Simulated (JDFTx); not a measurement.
# Sb (Fm-3m) in JDFTx: settings compared

One crystal, Sb, is run at these levels: r2SCAN, TASK; tasks: single point.

Everything below comes from runs of JDFTx 1.7.0 (patched build). Logs are shortened: lines on timing, memory, paths and dates and some standing lists are left out, and cuts for length are marked. The log counts tension as positive stress, the text compression.

## (1) The structure

Symmetry: Fm-3m, No. 225, cubic system. Conventional cell: a = 4.742 Å, b = 4.742 Å, c = 4.742 Å, α = 90.00°, β = 90.00°, γ = 90.00°. Sb (site symmetry m-3m) is surrounded by 12 Sb at 3.35 Å.

This isn't the form of Sb at room conditions, which is rhombohedral.

## (2) Single point, r2SCAN

Sb.in reads:

```
include Sb.lattice
coords-type Lattice
include Sb.ionpos

ion-species pseudo/Sb.upf
elec-cutoff 40
elec-ex-corr mgga-x-r2scan mgga-c-r2scan
kpoint-folding 8 8 8
elec-smearing Fermi 0.0018374661
elec-n-bands 13
electronic-SCF nIterations 100 energyDiffThreshold 1e-09
electronic-minimize nIterations 30 energyDiffThreshold 1e-7
converge-empty-states yes
forces-output-coords Cartesian

dump-name run.$VAR
dump End Ecomponents EigStats BandEigs Kpoints Forces Stress ElecDensity KEdensity
```

Sb.lattice reads:

```
lattice \
    0.0000000000     4.4809989409     4.4809989409 \
    4.4809989409     0.0000000000     4.4809989409 \
    4.4809989409     4.4809989409     0.0000000000
```

Sb.ionpos reads:

```
ion Sb     0.0000000000     0.0000000000     0.0000000000 1
```

Potentials or basis: SG15-PBE-1.2 with smoothed tails.

Started as:

```sh
$ jdftx -c 1 -i Sb.in -o Sb.out
```

The program printed:

```text
*************** JDFTx 1.7.0 (patched build) ***************

Input parsed successfully to the following command list (including defaults):
[... the input with its defaults ...]

---------- Setting up symmetries ----------

Found 48 point-group symmetries of the bravais lattice
Found 48 space-group symmetries with basis
Applied RMS atom displacement 0 bohrs to make symmetries exact.

---------- Initializing the Grid ----------
R =
[            0        4.481        4.481  ]
[        4.481            0        4.481  ]
[        4.481        4.481            0  ]
unit cell volume = 179.951
G =
[  -0.701092   0.701092   0.701092  ]
[   0.701092  -0.701092   0.701092  ]
[   0.701092   0.701092  -0.701092  ]
Minimum fftbox size, Smin = [  40  40  40  ]
Chosen fftbox size, S = [  40  40  40  ]

---------- Exchange Correlation functional ----------
Initialized LibXC exchange functional 'Re-regularized SCAN exchange by Furness et al'
Initialized LibXC correlation functional 'Re-regularized SCAN correlation by Furness et al'

---------- Setting up pseudopotentials ----------
Width of ionic core gaussian charges (only for fluid interactions / plotting) set to 0

Reading pseudopotential file 'pseudo/Sb.upf':
  'Sb' pseudopotential, 'PBE' functional
  Generated using ONCVPSP code by D. R. Hamann
  15 valence electrons, 0 orbitals, 6 projectors, 602 radial grid points, with lMax = 2
  Core radius for overlap checks: 2.77 bohrs.

Initialized 1 species with 1 total atoms.

Folded 1 k-points by 8x8x8 to 512 k-points.

---------- Setting up k-points, bands, fillings ----------
Reduced to 29 k-points under symmetry.
Computing the number of bands and number of electrons
Calculating initial fillings.
nElectrons:  15.000000   nBands: 13   nStates: 29

----- Setting up reduced wavefunction bases (one per k-point) -----
average nbasis = 2173.646 , ideal nbasis = 2174.395

---------- Setting up ewald sum ----------
Optimum gaussian width for ewald sums = 2.284426 bohr.
Real space sum over 2197 unit cells with max indices [  6  6  6  ]
Reciprocal space sum over 2197 terms with max indices [  6  6  6  ]

---------- Allocating electronic variables ----------
Initializing wave functions:  (No orbitals for LCAO)  bandwidth-limited random numbers

Setting the auxilliary hamiltonian equal to the subspace hamiltonian.

-------- Electronic minimization -----------
Will mix electronic and kinetic density at each iteration.
	FillingsUpdate:  mu: +0.995548100  nElectrons: 15.000000
	FillingsUpdate:  mu: -0.301629400  nElectrons: 15.000000
SCF: Cycle:  0   F: -65.841864005492482   dF: -1.931e+01   |Residual|: 4.993e+00   |deigs|: 1.488e+00
	FillingsUpdate:  mu: +0.121576546  nElectrons: 15.000000
SCF: Cycle:  1   F: -68.378630894231875   dF: -2.537e+00   |Residual|: 5.555e+00   |deigs|: 2.663e-01
	FillingsUpdate:  mu: +0.048225091  nElectrons: 15.000000
SCF: Cycle:  2   F: -67.568554569441204   dF: +8.101e-01   |Residual|: 7.342e+00   |deigs|: 1.259e-01
	FillingsUpdate:  mu: +0.631226532  nElectrons: 15.000000
SCF: Cycle:  3   F: -69.917057286451566   dF: -2.349e+00   |Residual|: 1.358e+00   |deigs|: 1.132e+00
	FillingsUpdate:  mu: +0.538882021  nElectrons: 15.000000
SCF: Cycle:  4   F: -70.170663856603511   dF: -2.536e-01   |Residual|: 1.526e+00   |deigs|: 2.571e-01
	FillingsUpdate:  mu: +0.516282274  nElectrons: 15.000000
SCF: Cycle:  5   F: -70.160238747788199   dF: +1.043e-02   |Residual|: 1.196e+00   |deigs|: 4.536e-02
	FillingsUpdate:  mu: +0.519861681  nElectrons: 15.000000
SCF: Cycle:  6   F: -70.166030429707348   dF: -5.792e-03   |Residual|: 9.841e-01   |deigs|: 1.690e-02
	FillingsUpdate:  mu: +0.518930906  nElectrons: 15.000000
SCF: Cycle:  7   F: -70.171091433997972   dF: -5.061e-03   |Residual|: 4.752e-01   |deigs|: 1.343e-02
	FillingsUpdate:  mu: +0.518269397  nElectrons: 15.000000
SCF: Cycle:  8   F: -70.171309769256624   dF: -2.183e-04   |Residual|: 4.178e-01   |deigs|: 5.493e-04
	FillingsUpdate:  mu: +0.517164903  nElectrons: 15.000000
SCF: Cycle:  9   F: -70.172361248265759   dF: -1.051e-03   |Residual|: 6.115e-02   |deigs|: 7.844e-03
	FillingsUpdate:  mu: +0.517099841  nElectrons: 15.000000
SCF: Cycle: 10   F: -70.172395781843278   dF: -3.453e-05   |Residual|: 9.785e-03   |deigs|: 1.289e-03
	FillingsUpdate:  mu: +0.517077505  nElectrons: 15.000000
SCF: Cycle: 11   F: -70.172396815240447   dF: -1.033e-06   |Residual|: 1.246e-03   |deigs|: 1.107e-04
	FillingsUpdate:  mu: +0.517081123  nElectrons: 15.000000
SCF: Cycle: 12   F: -70.172396964168357   dF: -1.489e-07   |Residual|: 6.264e-04   |deigs|: 5.071e-05
	FillingsUpdate:  mu: +0.517085779  nElectrons: 15.000000
SCF: Cycle: 13   F: -70.172396983226420   dF: -1.906e-08   |Residual|: 8.184e-05   |deigs|: 1.952e-05
	FillingsUpdate:  mu: +0.517086730  nElectrons: 15.000000
SCF: Cycle: 14   F: -70.172396986776647   dF: -3.550e-09   |Residual|: 1.809e-05   |deigs|: 1.702e-05
	FillingsUpdate:  mu: +0.517087365  nElectrons: 15.000000
SCF: Cycle: 15   F: -70.172396987610384   dF: -8.337e-10   |Residual|: 6.373e-06   |deigs|: 1.266e-05
	FillingsUpdate:  mu: +0.517087324  nElectrons: 15.000000
SCF: Cycle: 16   F: -70.172396987852451   dF: -2.421e-10   |Residual|: 2.051e-05   |deigs|: 7.330e-05
SCF: Converged (|Delta E|<1.000000e-09 for 2 iters).

Setting wave functions to eigenvectors of Hamiltonian
Converging empty states (this may take a while): |deigs|: 5.898e-04

# Stress tensor in Cartesian coordinates [Eh/a0^3]:
[ -1.25007e-05            0            0  ]
[            0 -1.25007e-05            0  ]
[            0            0 -1.25007e-05  ]

# Ionic positions in lattice coordinates:
ion Sb   0.000000000000000   0.000000000000000   0.000000000000000 1

# Forces in Cartesian coordinates:
force Sb  -0.000000000000000  -0.000000000000000   0.000000000000000 1

# Energy components:
   Eewald =      -57.5537943816388093
       EH =       11.6053762280111883
     Eloc =      -33.5496239979449342
      Enl =      -15.4810963016642162
      Exc =       -7.6182662746722052
       KE =       32.4252433890999399
-------------------------------------
     Etot =      -70.1721613388090475
       TS =        0.0002356490433975
-------------------------------------
        F =      -70.1723969878524514

IonicMinimize: Iter:   0  F: -70.172396987852451  |grad|_K:  0.000e+00
IonicMinimize: Converged (|grad|_K<1.000000e-04).

Dumping 'run.eigStats' ...
	eMin: -0.550009 at state 20 ( [ +0.000000 +0.500000 +0.500000 ] spin 0 )
	HOMO: +0.509317 at state 22 ( [ +0.125000 +0.250000 +0.500000 ] spin 0 )
	mu  : +0.517087
	LUMO: +0.518766 at state 25 ( [ +0.125000 +0.375000 -0.375000 ] spin 0 )
	eMax: +1.334292 at state 20 ( [ +0.000000 +0.500000 +0.500000 ] spin 0 )
	HOMO-LUMO gap: +0.009449
	Optical gap  : +0.040723 at state 24 ( [ +0.125000 +0.375000 +0.500000 ] spin 0 )
Done!
[note: the HOMO, LUMO and gaps printed at the end count levels as full or empty at half filling, so they show a gap where a level is partly filled]
```

Wall time 70 s (1 thread of Intel Xeon 6975P-C (Granite Rapids), shared host); peak memory 0.08 GiB.

Results:

```
Free energy            : -1909.4882 eV
Pressure               : 0.4 GPa
Band gap on the k mesh : none (metal or under the smearing width)
```

Caveat: the potentials were made for another functional, which shifts forces and pressure.

## (3) Single point, TASK

Edit Sb.in of step 2 so:

```diff
@@ -6,3 +6,3 @@
 elec-cutoff 40
-elec-ex-corr mgga-x-r2scan mgga-c-r2scan
+elec-ex-corr mgga-x-task lda-c-pw
 kpoint-folding 8 8 8
```

Sb.lattice is that of step 2.

Sb.ionpos is that of step 2.

Potentials or basis: SG15-PBE-1.2 with smoothed tails.

Started as:

```sh
$ jdftx -c 1 -i Sb.in -o Sb.out
```

The program printed:

```text
*************** JDFTx 1.7.0 (patched build) ***************

Input parsed successfully to the following command list (including defaults):
[... the input with its defaults ...]

---------- Setting up symmetries ----------

Found 48 point-group symmetries of the bravais lattice
Found 48 space-group symmetries with basis
Applied RMS atom displacement 0 bohrs to make symmetries exact.

---------- Initializing the Grid ----------
R =
[            0        4.481        4.481  ]
[        4.481            0        4.481  ]
[        4.481        4.481            0  ]
unit cell volume = 179.951
G =
[  -0.701092   0.701092   0.701092  ]
[   0.701092  -0.701092   0.701092  ]
[   0.701092   0.701092  -0.701092  ]
Minimum fftbox size, Smin = [  40  40  40  ]
Chosen fftbox size, S = [  40  40  40  ]

---------- Exchange Correlation functional ----------
Initialized LibXC exchange functional 'TASK exchange of Aschebrock and Kuemmel'
Initialized LibXC correlation functional 'Perdew & Wang'

---------- Setting up pseudopotentials ----------
Width of ionic core gaussian charges (only for fluid interactions / plotting) set to 0

Reading pseudopotential file 'pseudo/Sb.upf':
  'Sb' pseudopotential, 'PBE' functional
  Generated using ONCVPSP code by D. R. Hamann
  15 valence electrons, 0 orbitals, 6 projectors, 602 radial grid points, with lMax = 2
  Core radius for overlap checks: 2.77 bohrs.

[... 44 lines left out ...]
	FillingsUpdate:  mu: +0.509543105  nElectrons: 15.000000
SCF: Cycle:  9   F: -69.950323416880295   dF: -1.620e-04   |Residual|: 2.094e-02   |deigs|: 4.012e-03
	FillingsUpdate:  mu: +0.509585856  nElectrons: 15.000000
SCF: Cycle: 10   F: -69.950328567375010   dF: -5.150e-06   |Residual|: 4.943e-03   |deigs|: 9.127e-04
	FillingsUpdate:  mu: +0.509501866  nElectrons: 15.000000
SCF: Cycle: 11   F: -69.950328871650328   dF: -3.043e-07   |Residual|: 1.278e-03   |deigs|: 1.009e-04
	FillingsUpdate:  mu: +0.509516244  nElectrons: 15.000000
SCF: Cycle: 12   F: -69.950328907454448   dF: -3.580e-08   |Residual|: 6.143e-04   |deigs|: 1.291e-05
	FillingsUpdate:  mu: +0.509515795  nElectrons: 15.000000
SCF: Cycle: 13   F: -69.950328918723855   dF: -1.127e-08   |Residual|: 3.939e-05   |deigs|: 2.521e-05
	FillingsUpdate:  mu: +0.509513782  nElectrons: 15.000000
SCF: Cycle: 14   F: -69.950328919748884   dF: -1.025e-09   |Residual|: 9.746e-05   |deigs|: 7.847e-06
	FillingsUpdate:  mu: +0.509513006  nElectrons: 15.000000
SCF: Cycle: 15   F: -69.950328920056819   dF: -3.079e-10   |Residual|: 1.534e-05   |deigs|: 1.245e-05
	FillingsUpdate:  mu: +0.509513015  nElectrons: 15.000000
SCF: Cycle: 16   F: -69.950328920115808   dF: -5.899e-11   |Residual|: 4.368e-06   |deigs|: 2.877e-06
SCF: Converged (|Delta E|<1.000000e-09 for 2 iters).

Setting wave functions to eigenvectors of Hamiltonian
Converging empty states (this may take a while): |deigs|: 9.331e-06

# Stress tensor in Cartesian coordinates [Eh/a0^3]:
[ -0.000147394            0            0  ]
[            0 -0.000147394            0  ]
[            0            0 -0.000147394  ]

# Ionic positions in lattice coordinates:
ion Sb   0.000000000000000   0.000000000000000   0.000000000000000 1

# Forces in Cartesian coordinates:
force Sb   0.000000000000000  -0.000000000000000   0.000000000000000 1

# Energy components:
   Eewald =      -57.5537943816388093
       EH =       11.7334450224846556
     Eloc =      -33.6404787848094600
      Enl =      -15.1220884893877336
      Exc =       -7.4509362209975949
       KE =       32.0837339799664747
-------------------------------------
     Etot =      -69.9501188743824684
       TS =        0.0002100457333348
-------------------------------------
        F =      -69.9503289201158083

IonicMinimize: Iter:   0  F: -69.950328920115808  |grad|_K:  0.000e+00
IonicMinimize: Converged (|grad|_K<1.000000e-04).

Dumping 'run.eigStats' ...
	eMin: -0.557645 at state 20 ( [ +0.000000 +0.500000 +0.500000 ] spin 0 )
	HOMO: +0.498392 at state 22 ( [ +0.125000 +0.250000 +0.500000 ] spin 0 )
	mu  : +0.509513
	LUMO: +0.511319 at state 25 ( [ +0.125000 +0.375000 -0.375000 ] spin 0 )
	eMax: +1.386409 at state 20 ( [ +0.000000 +0.500000 +0.500000 ] spin 0 )
	HOMO-LUMO gap: +0.012927
	Optical gap  : +0.042938 at state 24 ( [ +0.125000 +0.375000 +0.500000 ] spin 0 )
Done!
[note: the HOMO, LUMO and gaps printed at the end count levels as full or empty at half filling, so they show a gap where a level is partly filled]
```

It took 68 s on 1 thread of Intel Xeon 6975P-C (Granite Rapids), shared host; peak memory 0.09 GiB.

Results:

| Item | Value |
| --- | --- |
| Free energy | -1903.4454 eV |
| Pressure | 4.3 GPa |
| Band gap on the k mesh | none (metal or under the smearing width) |

Caveat: the potentials were made for another functional, which shifts forces and pressure. The run has no spin-orbit coupling, so splittings on Sb are missing.
